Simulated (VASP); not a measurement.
# RbBr (Fm-3m) in VASP: further runs, part 2 of 3

VASP 6.6.1. The steps go on from the part before.

## 3. Single point, r2SCAN

The input, INCAR:

```
PREC     = Accurate       # precision mode
ENCUT    = 250            # plane-wave cutoff, eV
EDIFF    = 1E-6           # SCF threshold, eV
ISMEAR   = 0              # smearing method
SIGMA    = 0.05           # smearing width, eV
LREAL    = False          # projectors in reciprocal space
LASPH    = True           # aspherical terms in the spheres
NELM     = 100            # most SCF steps
ALGO     = Normal         # electronic algorithm
ISIF     = 2              # what is computed and relaxed
LWAVE    = False          # write WAVECAR
LCHARG   = False          # write CHGCAR
METAGGA  = R2SCAN         # meta-GGA
LMIXTAU  = True         
NBANDS   = 15             # bands
ADDGRID  = False
```

The input, KPOINTS:

```
Automatic mesh
0
Gamma
  5 5 5
```

The input, POSCAR:

```
RbBr
1.0
    0.0000000000      3.4270000000      3.4270000000
    3.4270000000      0.0000000000      3.4270000000
    3.4270000000      3.4270000000      0.0000000000
Rb Br
1 1
Direct
    0.0000000000      0.0000000000      0.0000000000
    0.5000000000      0.5000000000      0.5000000000
```

Potentials or basis: VASP PAW PBE potentials, release 64 (Rb_sv, Br).

Command:

```sh
$ cat potpaw_PBE.64/Rb_sv/POTCAR potpaw_PBE.64/Br/POTCAR > POTCAR
$ mpirun -np 1 vasp_std > vasp.out
```

OUTCAR:

```text
PREC = Accurate
   ENCUT = 250
   EDIFF = 1E-6
   ISMEAR = 0
   LREAL = False
   LASPH = True
   NELM = 100
   ISIF = 2
   METAGGA = R2SCAN

 Found     10 irreducible k-points:

 Following reciprocal coordinates:
            Coordinates               Weight
  0.000000  0.000000  0.000000      1.000000
  0.200000  0.000000  0.000000      8.000000
  0.400000  0.000000  0.000000      8.000000
  0.200000  0.200000  0.000000      6.000000
  0.400000  0.200000  0.000000     24.000000
 -0.400000  0.200000  0.000000     24.000000
   k-points           NKPTS =     10   k-points in BZ     NKDIM =     10   number of bands    NBANDS=     15
   number of dos      NEDOS =    301   number of ions     NIONS =      2
   total plane-waves  NPLWV =  21952
   dimension x,y,z NGX =    28 NGY =   28 NGZ =   28
   dimension x,y,z NGXF=    56 NGYF=   56 NGZF=   56
   ions per type =               1   1
   NGX,Y,Z   is equivalent  to a cutoff of   9.60,  9.60,  9.60 a.u.
   NGXF,Y,Z  is equivalent  to a cutoff of  19.21, 19.21, 19.21 a.u.
 SYSTEM =  unknown system
   PREC   = accura    normal or accurate (medium, high low for compatibility)
   ISTART =      0    job   : 0-new  1-cont  2-samecut
   ICHARG =      2    charge: 1-file 2-atom 10-const
   ISPIN  =      1    spin polarized calculation?
   LNONCOLLINEAR =      F non collinear calculations
   LSORBIT =      F    spin-orbit coupling
   LASPH  =      T    aspherical Exc in radial PAW
   ENCUT  =  250.0 eV  18.37 Ry    4.29 a.u.   6.25  6.25  6.25*2*pi/ulx,y,z
   NELM   =    100;   NELMIN=  2; NELMDL= -5     # of ELM steps
   EDIFF  = 0.1E-05   stopping-criterion for ELM
   LREAL  =      F    real-space projection
   EDIFFG = 0.1E-04   stopping-criterion for IOM
   NSW    =      0    number of steps for IOM
   IBRION =     -1    ionic relax: 0-MD 1-quasi-New 2-CG
   NFREE  =      0    steps in history (QN), initial steepest desc. (CG)
   ISIF   =      2    stress and relaxation
   ISYM   =      2    0-nonsym 1-usesym 2-fastsym
   POTIM  = 0.5000    time-step for ionic-motion
   TEBEG  =    0.0;   TEEND  =   0.0 temperature during run
   PSTRESS=    0.0 pullay stress
   NELECT =      16.0000    total number of electrons
   NUPDOWN=      -1.0000    fix difference up-down
   EMIN   =  10.00;   EMAX   =-10.00  energy-range for DOS
   EFERMI =   0.00;   METHOD = LEGACY
   ISMEAR =     0;   SIGMA  =   0.05  broadening in eV -4-tet -1-fermi 0-gaus
   EFERMI_NEDOS =   21; number of points for ismear=-14 and -15
   IALGO  =     38    algorithm
   IMIX   =      4    mixing-type and parameters
     AMIX     =   0.40;   BMIX     =  1.00
     AMIX_MAG =   1.60;   BMIX_MAG =  1.00
  volume/ion in A,a.u.               =      40.25       271.61
  Fermi-wavevector in a.u.,A,eV,Ry     =   0.955412  1.805467 12.419564  0.912812
  Thomas-Fermi vector in A             =   2.084247
   LORBIT       =      0    0 simple, 1 ext, 2 COOP (PROOUT), +10 PAW based schemes
   METAGGA = R2SCAN    functional components
   LHFCALC =     F    Hartree Fock is set to
   AEXX    =    0.0000 exact exchange contribution
   IVDW    =     0    specifies the selected vdW correction
   LEPSILON=     F    determine dielectric tensor
   LRPA    =     F    only Hartree local field effects (RPA)
 non-spin polarized calculation
 Gauss-broadening in eV      SIGMA  =   0.05
  energy-cutoff  :      250.00
  volume of cell :       80.50
 maximum number of plane-waves:       739
 NGX is ok and might be reduce to    28
   NGX = 13   NGY = 13   NGZ = 13

 number of electron      15.9999998 magnetization

 Free energy of the ion-electron system (eV)
  ---------------------------------------------------
  ext. energy  EPLUGINS =         0.00000000
  ---------------------------------------------------
  free energy    TOTEN  =       -31.15192438 eV

  energy without entropy =      -31.15192438  energy(sigma->0) =      -31.15192438

 E-fermi :  -1.8267     XC(G=0):  -7.6302

 val. band max:       -2.1557707374   @ k =   0.0000   0.0000   0.0000
 cond. band min:       2.8158285078   @ k =   0.0000   0.0000   0.0000
 fundamental gap:      4.9715992452
 Fermi energy:        -1.8267434920

 k-point     1 :       0.0000    0.0000    0.0000
  band No.  band energies     occupation
      1     -27.3111      2.00000
      2     -14.7707      2.00000
      3     -10.8440      2.00000
      4     -10.8440      2.00000
      5     -10.8440      2.00000
      6      -2.1558      2.00000
      7      -2.1558      2.00000
      8      -2.1558      2.00000
      9       2.8158      0.00000
     10       5.7226      0.00000
     11       5.7226      0.00000
     12       5.7226      0.00000
     13       6.7948      0.00000
     14       6.7948      0.00000
     15       9.1828      0.00000

 k-point     2 :       0.2000    0.0000    0.0000
  band No.  band energies     occupation
      1     -27.3077      2.00000
      2     -14.7854      2.00000
      3     -10.8462      2.00000
      4     -10.8462      2.00000
      5     -10.8253      2.00000
      6      -2.5473      2.00000
      7      -2.2824      2.00000
      8      -2.2824      2.00000
      9       3.6855      0.00000
     10       5.5101      0.00000
     11       6.2114      0.00000
     12       6.2114      0.00000
     13       7.3858      0.00000
     14       7.3858      0.00000
     15      10.6552      0.00000

 k-point     3 :       0.4000    0.0000    0.0000
  band No.  band energies     occupation
      1     -27.3023      2.00000
      2     -14.8090      2.00000
      3     -10.8498      2.00000
      4     -10.8498      2.00000
      5     -10.7954      2.00000
      6      -3.0510      2.00000
      7      -2.4734      2.00000
      8      -2.4734      2.00000
      9       4.9622      0.00000
     10       5.9159      0.00000
     11       7.5190      0.00000
     12       7.5190      0.00000
     13       8.6321      0.00000
     14       8.6321      0.00000
     15       9.8901      0.00000

 k-point     4 :       0.2000    0.2000    0.0000
  band No.  band energies     occupation
      1     -27.3066      2.00000
      2     -14.7773      2.00000
      3     -10.8684      2.00000
      4     -10.8684      2.00000
      5     -10.8209      2.00000
      6      -2.6555      2.00000
      7      -2.2285      2.00000
      8      -2.2285      2.00000
      9       3.8096      0.00000
     10       4.8483      0.00000
     11       6.7395      0.00000
     12       6.7395      0.00000
     13       7.1111      0.00000
     14       7.8793      0.00000
     15      10.9980      0.00000

 k-point     5 :       0.4000    0.2000    0.0000
  band No.  band energies     occupation
      1     -27.3019      2.00000
      2     -14.7768      2.00000
      3     -10.8833      2.00000
      4     -10.8784      2.00000
      5     -10.8502      2.00000
      6      -2.8480      2.00000
      7      -2.4280      2.00000
      8      -2.3604      2.00000
      9       4.7256      0.00000
     10       5.1226      0.00000
     11       7.6865      0.00000
     12       7.8900      0.00000
     13       8.0171      0.00000
     14       8.1649      0.00000
     15       9.8704      0.00000

 k-point     6 :      -0.4000    0.2000    0.0000
  band No.  band energies     occupation
      1     -27.3001      2.00000
      2     -14.7843      2.00000
      3     -10.9188      2.00000
      4     -10.8625      2.00000
      5     -10.8238      2.00000
      6      -2.9447      2.00000
      7      -2.4987      2.00000
      8      -2.4882      2.00000
      9       5.2700      0.00000
     10       5.9013      0.00000
     11       7.4472      0.00000
     12       7.8680      0.00000
     13       8.0080      0.00000
     14       9.6039      0.00000
     15       9.8188      0.00000

 [... further k-points ...]

------------------------ aborting loop because EDIFF is reached ----------------------------------------

  FORCE on cell =-STRESS in cart. coord.  units (eV):
  Direction    XX          YY          ZZ          XY          YZ          ZX
  --------------------------------------------------------------------------------------
  -------------------------------------------------------------------------------------
  Total        0.1824452      0.1824452      0.1824452      0.0000000     -0.0000000      0.0000000
  in kB        3.6313727      3.6313727      3.6313727      0.0000000     -0.0000000      0.0000000
  external PRESSURE =       3.6313727 kB  Pullay stress =       0.0000000 kB

 VOLUME and BASIS-vectors are now :
 -----------------------------------------------------------------------------
  energy-cutoff  :      250.00
  volume of cell :       80.50
      direct lattice vectors                 reciprocal lattice vectors
     0.000000000  3.427000000  3.427000000    -0.145900204  0.145900204  0.145900204
     3.427000000  0.000000000  3.427000000     0.145900204 -0.145900204  0.145900204
     3.427000000  3.427000000  0.000000000     0.145900204  0.145900204 -0.145900204

 POSITION                                       TOTAL-FORCE (eV/Angst)
 -----------------------------------------------------------------------------------
      0.00000      0.00000      0.00000         0.000000      0.000000      0.000000
      3.42700      3.42700      3.42700        -0.000000     -0.000000     -0.000000
 -----------------------------------------------------------------------------------
    total drift:                                0.000000      0.000000      0.000000

  FREE ENERGIE OF THE ION-ELECTRON SYSTEM (eV)
  ---------------------------------------------------
  free  energy   TOTEN  =       -31.1519243762 eV

  energy  without entropy=      -31.1519243762  energy(sigma->0) =      -31.15192438
```

Run time: 33 s. Hardware: 1 thread of Intel Xeon Platinum 8375C at 2.90GHz (Ice Lake), shared host; peak memory 0.15 GiB.

The run converged, but some of its settings lie outside the range that counts as converged, so its numbers aren't taken as properties of the crystal.

Results:

```
Free energy            : -31.1519 eV
Band gap on the k mesh : 4.97 eV, direct
```

Caveat: the cutoff is under 1.25 times the usual one of these potentials, so pressure, stress and relaxed cells hold a basis-set (Pulay) error; the PAW data sets were made with another functional, which shifts forces and pressure a little.

(Part 2 of 3 ends here.)
